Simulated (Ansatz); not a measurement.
# HgTe under changes of volume

One of the cells (28.929 Å³/atom); the others are scaled copies at fixed shape and fractional positions:

```
CELL_PARAMETERS angstrom
-3.04560 3.04560 1.55941
3.04560 -3.04560 1.55941
3.04560 3.04560 -1.55941
ATOMIC_POSITIONS crystal
Hg 0.75000 0.25000 0.50000
Te 0.00000 0.00000 0.00000
```

Measurements of this composition are mostly on another form, of space group No. 216.

| Quantity | Value |
| --- | --- |
| Program | Ansatz 0.2.0 |
| Functional | PBEsol |
| Potentials or basis | Ansatz PAW |
| Cutoff | 420 eV (not typed: the program's choice for these potentials) |
| k mesh | 10 × 10 × 10 |
| Occupations | fermi-dirac, width 0.05 eV |
| Spin | no spin polarisation |

```csv
volume (Å³/atom),energy over the lowest point (meV/atom),pressure (GPa)
27.193,0.00,-0.7
27.772,4.34,-1.7
28.351,12.03,-2.6
28.929,22.65,-3.3
29.508,35.81,-4.0
30.086,51.20,-4.6
30.665,?,?
```

Problem. What does the run at 30.665 Å³/atom give?

Solution. Energy over the lowest point 68.51 meV/atom; pressure -5.0 GPa.

Worked out: A Birch-Murnaghan fit of order 3 (a polynomial in V^(-2/3)) to the other rows has its minimum at 26.83 Å³/atom, just outside them, with B0 = V·E''(V) = 53 GPa and B' = 5.2 at fixed shape and positions, which overstates the stiffness. It gives 68.54 meV/atom at 30.665 Å³/atom, against the run's 68.51, and -dE/dV = -5.0 GPa, against -5.0.

Energies are extrapolated to zero smearing.

Caveats: the PAW data sets come from PBE, with cores solved anew for the run's functional, which leaves a small shift of forces and pressure.
